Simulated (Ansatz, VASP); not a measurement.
# Zr2O: VASP beside Ansatz

```xyz
6
Lattice="5.3267 0.0000 0.0000 0.0000 5.3267 0.0000 0.0000 0.0000 3.2462" Properties=species:S:1:pos:R:3 pbc="T T T"
Zr    1.5780    1.5780    0.0000
Zr    3.7487    3.7487    0.0000
Zr    4.2414    1.0853    1.6231
Zr    1.0853    4.2414    1.6231
O     0.0000    0.0000    0.0000
O     2.6633    2.6633    1.6231
```

Alike in both runs: task single point; functional PBEsol; k mesh 4 × 4 × 6; occupations gaussian, width 0.1 eV; no spin polarisation.

|  | VASP | Ansatz |
| --- | --- | --- |
| version | VASP 6.6.1 | Ansatz 0.2.0 |
| potentials or method | VASP PAW PBE potentials, release 64 (Zr_sv, O) | scalar-relativistic, plane waves, PAW |
| plane-wave cutoff (eV) | 520 | 420 |
| valence electrons in the cell | 60 | 60 |

```tsv
	VASP	Ansatz	Ansatz less VASP
gap on the k mesh at the Fermi level (eV)	none	none	-
pressure (GPa)	3.5	3.2	-0.31
largest component of the traceless stress (GPa)	0.11	0.09	-0.018
rms of the force components (eV/Å)	0.407	0.403	-0.0047
```

Atom by atom the forces differ by 0.005 eV/Å (rms over components). A gap of «none» marks a metal or a gap that the smearing closes. With one functional, cell and mesh, what is left measures potentials, basis and numerics.

Caveats: the PAW data sets were made with another functional, which shifts forces and pressure a little (VASP).
